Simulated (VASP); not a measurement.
# BeS in VASP: reference runs

Reference runs on BeS: the cell as given.

All numbers are computed with VASP 6.6.1; they aren't measurements. Logs are shortened: lines on timing, memory, paths and dates and some standing lists are left out, and cuts for length are marked.

### Step 1. The cell of the first run

The cell holds a slab with vacuum, 8 atoms: a = 3.429 Å, b = 3.429 Å, c = 24.100 Å, α = 90.00°, β = 90.00°, γ = 120.00°.

### Step 2. Single point, PBE (the (1 1 1) slab of BeS, cut from the database cell, not relaxed)

File INCAR:

```
  ALGO = Normal
  DIPOL = 0.5 0.5 0.500
  EDIFF = 1E-7
  ENCUT = 520
  GGA = PE
  IDIPOL = 3
  ISIF = 2
  ISMEAR = -1
  LASPH = True
  LCHARG = False
  LDIPOL = True
  LREAL = False
  LWAVE = False
  NBANDS = 26
  NELM = 80
  PREC = Accurate
  SIGMA = 0.05
```

File KPOINTS:

```
k-points
0
Gamma
  9 9 1
```

File POSCAR:

```
BeS
1.0
    3.4294678888      0.0000000000      0.0000000000
   -1.7147339444      2.9700063131      0.0000000000
    0.0000000000      0.0000000000     24.1004836181
S Be
4 4
Direct
    0.0000000000      0.0000000000      0.3111970747
    0.3333333333      0.6666666667      0.4273834903
    0.6666666667      0.3333333333      0.5435699058
    0.0000000000      0.0000000000      0.6597563214
    0.3333333333      0.6666666667      0.3402436786
    0.6666666667      0.3333333333      0.4564300942
    0.0000000000      0.0000000000      0.5726165097
    0.3333333333      0.6666666667      0.6888029253
```

Potentials or basis: VASP PAW PBE potentials, release 64 (S, Be).

The run is started by

```console
cat potpaw_PBE.64/S/POTCAR potpaw_PBE.64/Be/POTCAR > POTCAR
mpirun -np 1 vasp_std > vasp.out
```

OUTCAR:

```text
EDIFF = 1E-7
   ENCUT = 520
   GGA = PE
   ISIF = 2
   ISMEAR = -1
   LASPH = True
   LREAL = False
   NELM = 80
   PREC = Accurate

 ion  position               nearest neighbor table
   1  0.000  0.000  0.311-   5 2.10   5 2.10   5 2.10
   2  0.333  0.667  0.427-   6 2.10   6 2.10   5 2.10   6 2.10
   3  0.667  0.333  0.544-   6 2.10   7 2.10   7 2.10   7 2.10
   4  0.000  0.000  0.660-   8 2.10   8 2.10   8 2.10   7 2.10
   5  0.333  0.667  0.340-   1 2.10   1 2.10   1 2.10   2 2.10
   6  0.667  0.333  0.456-   3 2.10   2 2.10   2 2.10   2 2.10
   7  0.000  0.000  0.573-   3 2.10   3 2.10   3 2.10   4 2.10
   8  0.333  0.667  0.689-   4 2.10   4 2.10   4 2.10

  LATTYP: Found a hexagonal cell.
 ALAT       =     3.4294678888
 C/A-ratio  =     7.0274702664

  Lattice vectors:

 A1 = (   3.4294678888,   0.0000000000,   0.0000000000)
 A2 = (  -1.7147339444,   2.9700063131,   0.0000000000)
 A3 = (   0.0000000000,   0.0000000000,  24.1004836181)

Analysis of symmetry for initial positions (statically):
=====================================================================
 Subroutine PRICEL returns:
 Original cell was already a primitive cell.

 Routine SETGRP: Setting up the symmetry group for a
 hexagonal supercell.

 Subroutine GETGRP returns: Found  6 space group operations
 (whereof  6 operations were pure point group operations)
 out of a pool of 24 trial point group operations.

The static configuration has the point symmetry C_3v.

Analysis of symmetry for dynamics (positions and initial velocities):
=====================================================================
 Subroutine PRICEL returns:
 Original cell was already a primitive cell.

 Routine SETGRP: Setting up the symmetry group for a
 hexagonal supercell.

 Subroutine GETGRP returns: Found  6 space group operations
 (whereof  6 operations were pure point group operations)
 out of a pool of 24 trial point group operations.

The dynamic configuration has the point symmetry C_3v.

 Subroutine INISYM returns: Found  6 space group operations
 (whereof  6 operations are pure point group operations),
 and found     1 'primitive' translations

----------------------------------------------------------------------------------------

                                     Primitive cell

  volume of cell :     245.4765

  direct lattice vectors                    reciprocal lattice vectors
     3.429467889  0.000000000  0.000000000     0.291590425  0.168349811  0.000000000
    -1.714733944  2.970006313  0.000000000     0.000000000  0.336699621  0.000000000
     0.000000000  0.000000000 24.100483618     0.000000000  0.000000000  0.041492943

  length of vectors
     3.429467889  3.429467889 24.100483618     0.336699621  0.336699621  0.041492943

  position of ions in fractional coordinates (direct lattice)
     0.000000000  0.000000000  0.311197075
     0.333333333  0.666666667  0.427383490
     0.666666667  0.333333333  0.543569906
     0.000000000  0.000000000  0.659756321
     0.333333333  0.666666667  0.340243679
     0.666666667  0.333333333  0.456430094
     0.000000000  0.000000000  0.572616510
     0.333333333  0.666666667  0.688802925

  ion indices of the primitive-cell ions
   primitive index   ion index
                 1           1
                 2           2
                 3           3
                 4           4
                 5           5
                 6           6
                 7           7
                 8           8

----------------------------------------------------------------------------------------

 KPOINTS: k-points

Automatic generation of k-mesh.
 Grid dimensions read from file:
 generate k-points for:    9    9    1

 Generating k-lattice:

  Cartesian coordinates                     Fractional coordinates (reciprocal lattice)
     0.032398936  0.018705535  0.000000000     0.111111111  0.000000000  0.000000000
     0.000000000  0.037411069  0.000000000     0.000000000  0.111111111  0.000000000
     0.000000000  0.000000000  0.041492943     0.000000000  0.000000000  1.000000000

  Length of vectors
     0.037411069  0.037411069  0.041492943

  Shift w.r.t. Gamma in fractional coordinates (k-lattice)
     0.000000000  0.000000000  0.000000000

 Subroutine IBZKPT returns following result:
 ===========================================

 Found     12 irreducible k-points:

 Following reciprocal coordinates:
            Coordinates               Weight
  0.000000  0.000000  0.000000      1.000000
  0.111111  0.000000  0.000000      6.000000
  0.222222 -0.000000  0.000000      6.000000
  0.333333  0.000000  0.000000      6.000000
  0.444444 -0.000000  0.000000      6.000000
  0.111111  0.111111  0.000000      6.000000
  0.222222  0.111111  0.000000     12.000000
  0.333333  0.111111  0.000000     12.000000
  0.444444  0.111111  0.000000      6.000000
  0.222222  0.222222  0.000000      6.000000
  0.333333  0.222222  0.000000     12.000000
  0.333333  0.333333  0.000000      2.000000
   k-points           NKPTS =     12   k-points in BZ     NKDIM =     12   number of bands    NBANDS=     26
   number of dos      NEDOS =    301   number of ions     NIONS =      8
   total plane-waves  NPLWV = 141120
   dimension x,y,z NGX =    28 NGY =   28 NGZ =  180
   dimension x,y,z NGXF=    56 NGYF=   56 NGZF=  360
   ions per type =               4   4
   NGX,Y,Z   is equivalent  to a cutoff of  13.57, 13.57, 12.42 a.u.
   NGXF,Y,Z  is equivalent  to a cutoff of  27.15, 27.15, 24.83 a.u.
 SYSTEM =  unknown system
   PREC   = accura    normal or accurate (medium, high low for compatibility)
   ISTART =      0    job   : 0-new  1-cont  2-samecut
   ICHARG =      2    charge: 1-file 2-atom 10-const
   ISPIN  =      1    spin polarized calculation?
   LNONCOLLINEAR =      F non collinear calculations
   LSORBIT =      F    spin-orbit coupling
   LASPH  =      T    aspherical Exc in radial PAW
   ENCUT  =  520.0 eV  38.22 Ry    6.18 a.u.   6.38  6.38 44.81*2*pi/ulx,y,z
   NELM   =     80;   NELMIN=  2; NELMDL= -5     # of ELM steps
   EDIFF  = 0.1E-06   stopping-criterion for ELM
   LREAL  =      F    real-space projection
   EDIFFG = 0.1E-05   stopping-criterion for IOM
   NSW    =      0    number of steps for IOM
   IBRION =     -1    ionic relax: 0-MD 1-quasi-New 2-CG
   NFREE  =      0    steps in history (QN), initial steepest desc. (CG)
   ISIF   =      2    stress and relaxation
   ISYM   =      2    0-nonsym 1-usesym 2-fastsym
   POTIM  = 0.5000    time-step for ionic-motion
   TEBEG  =    0.0;   TEEND  =   0.0 temperature during run
   PSTRESS=    0.0 pullay stress
   NELECT =      32.0000    total number of electrons
   NUPDOWN=      -1.0000    fix difference up-down
   EMIN   =  10.00;   EMAX   =-10.00  energy-range for DOS
   EFERMI =   0.00;   METHOD = LEGACY
   ISMEAR =    -1;   SIGMA  =   0.05  broadening in eV -4-tet -1-fermi 0-gaus
   EFERMI_NEDOS =   21; number of points for ismear=-14 and -15
   IALGO  =     38    algorithm
   IMIX   =      4    mixing-type and parameters
     AMIX     =   0.40;   BMIX     =  1.00
     AMIX_MAG =   1.60;   BMIX_MAG =  1.00
  volume/ion in A,a.u.               =      30.68       207.07
  Fermi-wavevector in a.u.,A,eV,Ry     =   0.830083  1.568629  9.374929  0.689038
  Thomas-Fermi vector in A             =   1.942740
   LORBIT       =      0    0 simple, 1 ext, 2 COOP (PROOUT), +10 PAW based schemes
   GGA     = PE    functional components
   LHFCALC =     F    Hartree Fock is set to
   AEXX    =    0.0000 exact exchange contribution
   IVDW    =     0    specifies the selected vdW correction
   LEPSILON=     F    determine dielectric tensor
   LRPA    =     F    only Hartree local field effects (RPA)
 non-spin polarized calculation
  energy-cutoff  :      520.00
  volume of cell :      245.48
 maximum number of plane-waves:      6655
 NGX is ok and might be reduce to    28
   NGX = 13   NGY = 13   NGZ = 89

 number of electron      31.9999999 magnetization

 dipolmoment           0.000000      0.000000     -0.223693 electrons x Angstroem

 Free energy of the ion-electron system (eV)
  ---------------------------------------------------
  ext. energy  EPLUGINS =         0.00000000
  ---------------------------------------------------
  free energy    TOTEN  =       -37.44281836 eV

  energy without entropy =      -37.40728912  energy(sigma->0) =      -37.42505374

 E-fermi :  -0.2984     XC(G=0):  -5.2406

 val. band max:       -0.3347261224   @ k =   0.0000   0.0000   0.0000
 cond. band min:      -0.2846265619   @ k =   0.2222  -0.0000   0.0000
 fundamental gap:      0.0500995606
 Fermi energy:        -0.2983703412

 k-point     1 :       0.0000    0.0000    0.0000
  band No.  band energies     occupation
      1     -16.4960      2.00000
      2     -15.1133      2.00000
      3     -13.7581      2.00000
      4     -12.0652      2.00000
      5      -7.8142      2.00000
      6      -5.6485      2.00000
[... 18 lines left out ...]
     25       4.6014      0.00000
     26       4.8429      0.00000

 k-point     2 :       0.1111    0.0000    0.0000
  band No.  band energies     occupation
      1     -16.3831      2.00000
      2     -15.0061      2.00000
      3     -13.6521      2.00000
      4     -11.9628      2.00000
      5      -7.6932      2.00000
      6      -5.6089      2.00000
[... 18 lines left out ...]
     25       4.7345      0.00000
[... 260 lines left out ...]
     25       6.3621      0.00000
     26       6.5735      0.00000

 k-point    12 :       0.3333    0.3333    0.0000
  band No.  band energies     occupation
      1     -15.0671      2.00000
      2     -13.8132      2.00000
      3     -12.4704      2.00000
      4     -10.8423      2.00000
      5      -7.8173      2.00000
      6      -7.4732      2.00000
[... 18 lines left out ...]
     25       6.8276      0.00000
     26       7.2325      0.00000

------------------------ aborting loop because EDIFF is reached ----------------------------------------

 vacuum level on the upper side and lower side of the slab       (xc-potential included)        -2.078         1.936

  FORCE on cell =-STRESS in cart. coord.  units (eV):
  Direction    XX          YY          ZZ          XY          YZ          ZX
  --------------------------------------------------------------------------------------
  -------------------------------------------------------------------------------------
  Total       -1.6817497     -1.6817497      2.5114005     -0.0000000      0.0000000      0.0000000
  in kB      -10.9764540    -10.9764540     16.3914243     -0.0000000      0.0000000      0.0000000
  external PRESSURE =      -1.8538279 kB  Pullay stress =       0.0000000 kB

 VOLUME and BASIS-vectors are now :
 -----------------------------------------------------------------------------
  energy-cutoff  :      520.00
  volume of cell :      245.48
      direct lattice vectors                 reciprocal lattice vectors
     3.429467889  0.000000000  0.000000000     0.291590425  0.168349811  0.000000000
    -1.714733944  2.970006313  0.000000000     0.000000000  0.336699621  0.000000000
     0.000000000  0.000000000 24.100483618     0.000000000  0.000000000  0.041492943

 POSITION                                       TOTAL-FORCE (eV/Angst)
 -----------------------------------------------------------------------------------
      0.00000      0.00000      7.50000         0.000000      0.000000      0.027245
     -0.00000      1.98000     10.30015         0.000000      0.000000      0.859296
      1.71473      0.99000     13.10030        -0.000000     -0.000000      0.779100
      0.00000      0.00000     15.90045         0.000000      0.000000      1.295357
     -0.00000      1.98000      8.20004         0.000000      0.000000     -0.587153
      1.71473      0.99000     11.00019         0.000000      0.000000     -0.800168
      0.00000      0.00000     13.80033         0.000000      0.000000     -0.859919
     -0.00000      1.98000     16.60048         0.000000      0.000000     -0.713758
 -----------------------------------------------------------------------------------
    total drift:                                0.000000      0.000000      0.000041

  FREE ENERGIE OF THE ION-ELECTRON SYSTEM (eV)
  ---------------------------------------------------
  free  energy   TOTEN  =       -37.4428183567 eV

  energy  without entropy=      -37.4072891197  energy(sigma->0) =      -37.42505374

 vacuum level on the upper side and lower side of the slab         2.969         7.089
```

It took 4 min on 1 thread of Intel Xeon Platinum 8375C at 2.90GHz (Ice Lake), shared host; peak memory 0.38 GiB.

What came out:

```
Free energy            : -37.4428 eV
Largest force          : 1.295 eV/Å
Band gap on the k mesh : none (metal or under the smearing width)
```

Forces on the atoms (eV/Å):
```
S    0.000  0.000  0.027
S    0.000  0.000  0.859
S    0.000  0.000  0.779
S    0.000  0.000  1.295
Be   0.000  0.000 -0.587
Be   0.000  0.000 -0.800
Be   0.000  0.000 -0.860
Be   0.000  0.000 -0.714
```

Levels at points of the mesh, in eV from the Fermi level:
```csv
k point,band 13,band 14,band 15,band 16,band 17,band 18,band 19,band 20
"(0.00, 0.00, 0.00)",-1.10,-0.52,-0.04,0.37,0.37,2.54,3.10,3.17
```
